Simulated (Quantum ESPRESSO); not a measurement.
A run of Quantum ESPRESSO 7.5:

The input pw.in:

```
&CONTROL
  calculation = 'vc-relax'
  prefix = 'pwscf'
  outdir = './tmp'
  pseudo_dir = './pseudo'
  tprnfor = .true.
  tstress = .true.
  disk_io = 'low'
  nstep = 40
  forc_conv_thr = 0.0004
  etot_conv_thr = 1d-05
/
&SYSTEM
  ibrav = 0
  nat = 2
  ntyp = 2
  ecutwfc = 55
  ecutrho = 440
  nbnd = 14
  occupations = 'smearing'
  smearing = 'fd'
  degauss = 0.00367493
/
&ELECTRONS
  conv_thr = 4d-10
  electron_maxstep = 120
  mixing_beta = 0.5
/
&IONS
  ion_dynamics = 'bfgs'
/
&CELL
  cell_dynamics = 'bfgs'
  press = 0
  press_conv_thr = 0.3
/
ATOMIC_SPECIES
Ti    47.8670 ti_pbe_v1.4.uspp.F.UPF
C     12.0110 C.pbe-n-kjpaw_psl.1.0.0.UPF
CELL_PARAMETERS angstrom
   0.0000000000    2.1657188437    2.1657188437
   2.1657188437    0.0000000000    2.1657188437
   2.1657188437    2.1657188437    0.0000000000
ATOMIC_POSITIONS crystal
Ti     0.0000000000    0.0000000000    0.0000000000
C      0.5000000000    0.5000000000    0.5000000000
K_POINTS automatic
11 11 11 0 0 0
```

Potentials or basis: SSSP 1.3 efficiency PBE.

Command:

```sh
$ OMP_NUM_THREADS=1 pw.x -in pw.in > pw.out
```

Hardware: 1 thread of AMD EPYC 9B45 (Zen 5), with other jobs on the host.

**Question.** How long does it take, and how much memory?

**Answer.** Run time: 24 s on 1 thread of AMD EPYC 9B45 (Zen 5), on a shared host, peak memory 0.13 GiB. Counts: scf iterations 34, k pools 1, bands 14, ion steps 3, k points 56, g dense 21331.
